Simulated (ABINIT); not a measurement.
# GaN (F-43m) in ABINIT: settings compared, part 2 of 2

ABINIT 10.8.3 (patched build). The steps go on from the part before.

### 3 Single point, PBE

The input, run.abi:

```
pp_dirpath "./"
pseudos "Ga.upf, N.upf"

acell 6.0224269985 6.0224269985 6.0224269985
rprim
     0.0000000000     0.7071067812     0.7071067812
     0.7071067812     0.0000000000     0.7071067812
     0.7071067812     0.7071067812     0.0000000000
ntypat 2
znucl 31 7
natom 2
typat 1 2
xred
     0.0000000000     0.0000000000     0.0000000000
     0.2500000000     0.2500000000     0.2500000000

ecut 40.0

kptopt 1
ngkpt 8 8 8
nshiftk 1
shiftk 0.0 0.0 0.0

ixc 11

nband 13
occopt 3
tsmear 0.00183747

nstep 100
tolvrs 1.0e-10

iomode 3
prtwf 0
prteig 0
prtebands 0
prtden 1
prtvha 1
prtvclmb 1
prtpot 1
prtelf 1
```

Potentials or basis: Ansatz NC PBE.

Command:

```bash
$ abinit run.abi > log 2>&1
```

Wall time 25 s (1 thread of Arm Neoverse V1, shared host); peak memory 0.07 GiB.

The run converged. Its results:

```yaml
Free_energy: -2376.3288 eV
Pressure: 4.7 GPa
Band_gap_on_the_k_mesh: 1.74 eV, direct
Valence_electrons_inside_the_program's_atomic_spheres: Ga 10.88; N 5.23
```

Levels at points of the mesh, in eV from the valence-band top:
| k point | band 6 | band 7 | band 8 | band 9 | band 10 | band 11 | band 12 | band 13 |
| --- | --- | --- | --- | --- | --- | --- | --- | --- |
| (0.00, 0.00, 0.00) | -13.27 | 0.00 | 0.00 | 0.00 | 1.74 | 10.31 | 10.31 | 10.31 |
| (0.50, 0.00, 0.00) | -11.97 | -7.03 | -0.97 | -0.97 | 4.65 | 8.73 | 10.36 | 10.36 |
| (0.50, 0.50, 0.00) | -11.53 | -6.12 | -2.70 | -2.70 | 3.36 | 6.66 | 11.71 | 13.96 |

### 4 Single point, PBE, spin-orbit coupling, no magnetisation

The input, run.abi:

```
pp_dirpath "./"
pseudos "Ga.GGA_PBE-JTH.xml, N.GGA_PBE-JTH.xml"

acell 3*1.0 Angstrom
rprim
     0.0000000000     2.2535006075     2.2535006075
     2.2535006075     0.0000000000     2.2535006075
     2.2535006075     2.2535006075     0.0000000000
ntypat 2
znucl 31 7
natom 2
typat 1 2
xred
     0.0000000000     0.0000000000     0.0000000000
     0.2500000000     0.2500000000     0.2500000000

ecut 22.0
pawecutdg 44.0

kptopt 4
ngkpt 8 8 8
nshiftk 1
shiftk 0.0 0.0 0.0

ixc 11

nband 26
occopt 3
tsmear 0.00183747

nspinor 2
nspden 1
pawspnorb 1

nstep 100
tolvrs 1.0e-9

iomode 3
prtwf 0
prtden 0
prteig 0
prtebands 0
```

Potentials or basis: JTH PAW PBE v2.0.

Command:

```bash
$ abinit run.abi > log 2>&1
```

run.abo:

```text
.Version 10.8.3 of ABINIT
 Symmetries : space group F2 3 (#196); Bravais cF (face-center cubic)
================================================================================
 Values of the parameters that define the memory need of the present run
     intxc =       0    ionmov =       0      iscf =      17    lmnmax =      18
     lnmax =       6     mgfft =      27  mpssoang =       3    mqgrid =    3001
     natom =       2  nloc_mem =       2    nspden =       1   nspinor =       2
    nsppol =       1      nsym =      12    n1xccc =       1    ntypat =       2
    occopt =       3   xclevel =       2
       mpw =         778          nfft =       19683          nkpt =          52
 PAW method is used; the additional fine FFT grid is defined by:
   mgfftf=        36    nfftf =     46656
================================================================================
================================================================================

--------------------------------------------------------------------------------
[... 254 lines left out ...]
- sigma(2 2)= -4.09726103E+00  sigma(3 1)=  0.00000000E+00
- sigma(3 3)= -4.09726103E+00  sigma(2 1)=  0.00000000E+00

== END DATASET(S) ==============================================================
================================================================================

 -outvars: echo values of variables after computation  --------
            acell      1.8897261259E+00  1.8897261259E+00  1.8897261259E+00 Bohr
           etotal     -8.9138038336E+01
            fcart      1.2621283545E-28  1.2621283545E-28 -3.7863850634E-28
                      -1.2621283545E-28 -1.2621283545E-28  3.7863850634E-28
            rprim      0.0000000000E+00  2.2535006075E+00  2.2535006075E+00
                       2.2535006075E+00  0.0000000000E+00  2.2535006075E+00
                       2.2535006075E+00  2.2535006075E+00  0.0000000000E+00
           strten     -1.3926307186E-04 -1.3926307186E-04 -1.3926307186E-04
                       0.0000000000E+00  0.0000000000E+00  0.0000000000E+00
           xangst      0.0000000000E+00  0.0000000000E+00  0.0000000000E+00
                       1.1267503037E+00  1.1267503037E+00  1.1267503037E+00
             xred      0.0000000000E+00  0.0000000000E+00  0.0000000000E+00
                       2.5000000000E-01  2.5000000000E-01  2.5000000000E-01
 Calculation completed.
```

Run time: 65 s. Hardware: 1 thread of Intel Xeon 6975P-C (Granite Rapids), shared host; peak memory 0.13 GiB.

Results:

| Item | Value |
| --- | --- |
| Free energy | -2425.5696 eV |
| Band gap on the k mesh | 1.71 eV, direct |
| Valence electrons inside the program's atomic spheres | Ga 11.20; N 2.53 |

Levels at points of the mesh, in eV from the valence-band top:
```
           k point  band 16  band 17  band 18  band 19  band 20  band 21
(0.00, 0.00, 0.00)     0.00     0.00     0.00     1.71     1.71    10.07
(0.50, 0.00, 0.00)    -0.99    -0.96    -0.96     4.62     4.62     8.72
(0.50, 0.50, 0.00)    -2.73    -2.69    -2.69     3.34     3.34     6.65
```

Caveat: the cutoff is too short for stress, so the log's stress isn't used.

### 5 Single point, PBEsol

The input, run.abi:

```
# Pseudopotentials
pp_dirpath "./"
pseudos "Ga.GGA_PBE-JTH.xml, N.GGA_PBE-JTH.xml"

# Structure
acell 3*1.0
rprim
     0.0000000000     4.2584989699     4.2584989699
     4.2584989699     0.0000000000     4.2584989699
     4.2584989699     4.2584989699     0.0000000000
ntypat 2
znucl 31 7
natom 2
typat 1 2
xred
     0.0000000000     0.0000000000     0.0000000000
     0.2500000000     0.2500000000     0.2500000000

# Plane-wave basis
ecut 20.0
pawecutdg 40.0

# k points
kptopt 1
ngkpt 8 8 8
nshiftk 1
shiftk 0.0 0.0 0.0

# Exchange and correlation
ixc -116133

# Bands and occupations
nband 13
occopt 3
tsmear 0.05 eV

# SCF cycle
nstep 100
tolvrs 1.0e-9

# Output
iomode 3
prtwf 0
prtden 0
prteig 0
prtebands 0
enunit 1
```

Command:

```bash
$ abinit run.abi > log 2>&1
```

Wall time 9.3 s (1 thread of AMD EPYC 9R45 (Zen 5), shared host); peak memory 0.09 GiB.

It converged, with:

* Free energy: -2424.2458 eV
* Band gap on the k mesh: 1.65 eV, direct
* Valence electrons inside the program's atomic spheres: Ga 11.20; N 2.52

Levels at points of the mesh, in eV from the valence-band top:
| k point | band 6 | band 7 | band 8 | band 9 | band 10 | band 11 | band 12 | band 13 |
| --- | --- | --- | --- | --- | --- | --- | --- | --- |
| (0.00, 0.00, 0.00) | -13.09 | 0.00 | 0.00 | 0.00 | 1.65 | 10.18 | 10.18 | 10.18 |
| (0.50, 0.00, 0.00) | -11.84 | -7.12 | -0.98 | -0.98 | 4.54 | 8.63 | 10.24 | 10.24 |
| (0.50, 0.50, 0.00) | -11.42 | -6.19 | -2.74 | -2.74 | 3.21 | 6.54 | 11.58 | 13.87 |

Caveat: the cutoff is too short for stress, so the log's stress isn't used; the PAW data sets were made with another functional, which shifts forces and pressure a little.

### 6 Summary

| level | potentials or basis | spin | cutoff (eV) | fine-grid cutoff | gap on the mesh (eV) |
| --- | --- | --- | --- | --- | --- |
| PBE | PseudoDojo NC SR PBE v0.4.1 standard | off | 980 | - | 1.76 |
| PBE | Ansatz NC PBE | off | 1088 | - | 1.74 |
| PBE | JTH PAW PBE v2.0 | SOC, no magnetisation | 599 | 1197.3 eV | 1.71 |
| PBEsol | JTH PAW PBE v2.0 | off | 544 | 1088.46 eV | 1.65 |

Alike in all rows: task single point; cell as given; k mesh 8 × 8 × 8; smearing fermi-dirac 0.05 eV.

Caveats: the PAW data sets were made with another functional, which shifts forces and pressure a little (some runs).

Total energies depend on the potentials used, so only differences within one code and one set of settings carry meaning.

### 7 Comparison with measurements

Step 2. Measured gap of GaN: 3.299 eV (direct; 0 K; a printed reference work, textbook). This calculation gives 1.76 eV (-1.54 eV). Spin-orbit coupling on Ga is left out. The value is that of PBE, without temperature or zero-point motion. Semilocal functionals fall short of measured gaps as a rule. The cell is a database's relaxed one, not the measured one, which moves gaps too.

Step 3. Measured gap of GaN: 3.299 eV (direct; 0 K; a printed reference work, textbook). This calculation gives 1.74 eV (-1.56 eV). Spin-orbit coupling on Ga is left out. The value is that of PBE, without temperature or zero-point motion. Semilocal functionals fall short of measured gaps as a rule. The cell is a database's relaxed one, not the measured one, which moves gaps too.

Step 5. Against the measured gap of GaN, 3.299 eV (direct; 0 K; a printed reference work, textbook), the calculated 1.65 eV is off by -1.65 eV. Spin-orbit coupling on Ga is left out. The value is that of PBEsol, without temperature or zero-point motion. Semilocal functionals fall short of measured gaps as a rule. The cell is a database's relaxed one, not the measured one, which moves gaps too.
